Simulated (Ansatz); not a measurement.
Level of theory: DFT PBE, scalar-relativistic, plane waves, PAW in Ansatz. Settings: cutoff 420 eV, Γ-centred meshes spaced at most about 0.3 Å⁻¹, and about 0.25 Å⁻¹ or finer for metals (2π included), Gaussian smearing. No spin polarisation.

Each guess is relaxed in cell and atoms at zero pressure, on a coarse mesh first where it starts far from rest and then on a converged one. The steps can't lower the symmetry of the start, but it can rise. Energies are static (0 K, no zero-point motion).

Two unrelaxed guesses for AlH₄:

Guess 1.

```cif
data_structure
_symmetry_space_group_name_H-M 'I4/mmm'
_symmetry_Int_Tables_number 139
_cell_length_a 3.4659
_cell_length_b 3.4659
_cell_length_c 6.7862
_cell_angle_alpha 90.000
_cell_angle_beta 90.000
_cell_angle_gamma 90.000
_cell_volume 81.52
loop_
_atom_site_label
_atom_site_type_symbol
_atom_site_symmetry_multiplicity
_atom_site_Wyckoff_symbol
_atom_site_fract_x
_atom_site_fract_y
_atom_site_fract_z
_atom_site_occupancy
Al1 Al 2 a 0.00000 0.00000 0.00000 1
H1 H 4 e 0.00000 0.00000 0.23700 1
H2 H 4 c 0.00000 0.50000 0.00000 1
```

Guess 2.

```cif
data_structure
_symmetry_space_group_name_H-M 'Pm-3m'
_symmetry_Int_Tables_number 221
_cell_length_a 3.8114
_cell_length_b 3.8114
_cell_length_c 3.8114
_cell_angle_alpha 90.000
_cell_angle_beta 90.000
_cell_angle_gamma 90.000
_cell_volume 55.37
loop_
_atom_site_label
_atom_site_type_symbol
_atom_site_symmetry_multiplicity
_atom_site_Wyckoff_symbol
_atom_site_fract_x
_atom_site_fract_y
_atom_site_fract_z
_atom_site_occupancy
Al1 Al 1 a 0.00000 0.00000 0.00000 1
H1 H 3 d 0.50000 0.00000 0.00000 1
H2 H 1 b 0.50000 0.50000 0.50000 1
```

Problem. Do they relax into the same structure? If not, which is lower?

Solution. No. Guess 1 ends lower, by 70 meV/atom. Guess 1: I4/mmm at 8.2 Å³/atom → I4/mmm at 10.3 Å³/atom; Guess 2: Pm-3m at 11.1 Å³/atom → Pm-3m at 7.8 Å³/atom. Counting H atoms around Al (those within 1.25 times the shortest such distance or 1.15 times the sum of covalent radii), the end of guess 1 and the end of guess 2 both have Al 6. End of guess 1. Conventional cell: a = 3.484 Å, c = 8.465 Å. Al has 6 H at 1.67–1.74 Å; around H on a site of symmetry 4mm lies 1 Al at 1.67 Å; around H on a site of symmetry mmm lie 2 Al at 1.74 Å. End of guess 2. Conventional cell: a = 3.385 Å. Al has 6 H at 1.69 Å; H on a site of symmetry 4/mmm has 2 Al at 1.69 Å and 12 H at 2.39 Å; around H on a site of symmetry m-3m lie 12 H at 2.39 Å (long contacts).

Ends held by symmetry can be saddle points. Neither end is the lowest form computed: that has space group P1 (No. 1) and lies 0.36 eV/atom below the better end. Even the lowest of the cells shown lies +0.47 eV/atom against the elements. No dispersion correction is applied, so the spacing and binding between layers, chains or molecules are poorly described (I4/mmm), and this can change margins and order among such cells. With hydrogen, zero-point motion can shift such differences by 10 meV/atom or more. Some structure types and database cells were kept out of the candidates from the start, so a known form may be missing.
